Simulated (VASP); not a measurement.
Write the native input for VASP 6.6.1 that does the following.

| Property | Result |
| --- | --- |
| Task | relaxation of shape and atoms at fixed volume |
| Functional | PBE |
| Potentials or basis | VASP PAW PBE potentials, release 64 (W, Se) |
| Cutoff | 300 eV |
| k mesh | 5 × 5 × 1 |
| Occupations | gaussian, width 0.03 eV |
| Spin | no spin polarisation |
| Further INCAR settings | ALGO = Fast; EDIFF = 1e-07; IBRION = 2; EDIFFG = -0.01; NSW = 40; ISIF = 4 |

The structure of WSe2 lies in POSCAR:

```
WSe2                                    
1.0
    3.3369898433      0.0000000000      0.0000000000
   -1.6684949216      2.8899179765     -0.0000000000
    0.0000000000      0.0000000000     14.7461727136
  W               Se            
     2     4
Direct
     0.3333333332999970    0.6666666667000030    0.2500000000000000
     0.6666666667000030    0.3333333332999970    0.7500000000000000
     0.3333333332999970    0.6666666667000030    0.6355301918899666
     0.6666666667000030    0.3333333332999970    0.1355301918899666
     0.3333333332999970    0.6666666667000030    0.8644698081100334
     0.6666666667000030    0.3333333332999970    0.3644698081100334
```

The cell isn't the ideal one: a relaxed cell with its volume scaled by 1.02.

One way to write it, as run:

INCAR

```
ALGO = Fast ; EDIFF = 1E-7
EDIFFG = -0.01 ; ENCUT = 300
GGA = PE ; IBRION = 2
ISIF = 4 ; ISMEAR = 0
KPAR = 2 ; LASPH = T
LCHARG = F ; LREAL = F
LWAVE = F ; NELM = 80
NSW = 40 ; PREC = Accurate
SIGMA = 0.03
```

KPOINTS

```
k-points
0
Gamma
  5 5 1
```

Potentials or basis: VASP PAW PBE potentials, release 64 (W, Se).

The run is started by

```console
$ cat potpaw_PBE.64/W/POTCAR potpaw_PBE.64/Se/POTCAR > POTCAR
$ mpirun -np 2 vasp_std > vasp.out
```

It gave:

* Energy gained by relaxing: 3.4 meV/atom
* Ionic steps: 6
* Pressure after relaxing: 0.0 GPa
* Largest force after relaxing: 0.008 eV/Å
* Band gap on the k mesh: 1.58 eV, indirect (least direct gap 2.23 eV)

Caveat: the k mesh is coarse (spacing up to 0.43 Å⁻¹), so the values aren't converged; spin-orbit coupling is left out, which moves the levels of the heavy elements; an odd mesh through Γ misses points on the zone boundary, where band edges often lie; this functional lacks dispersion, which binds the layers, so the pressure and a relaxed spacing across them are unreliable.

Wall time 26 s on 2 MPI ranks on Intel(R) Xeon(R) 6975P-C (Granite Rapids), on a shared host, peak memory 0.16 GiB a rank.
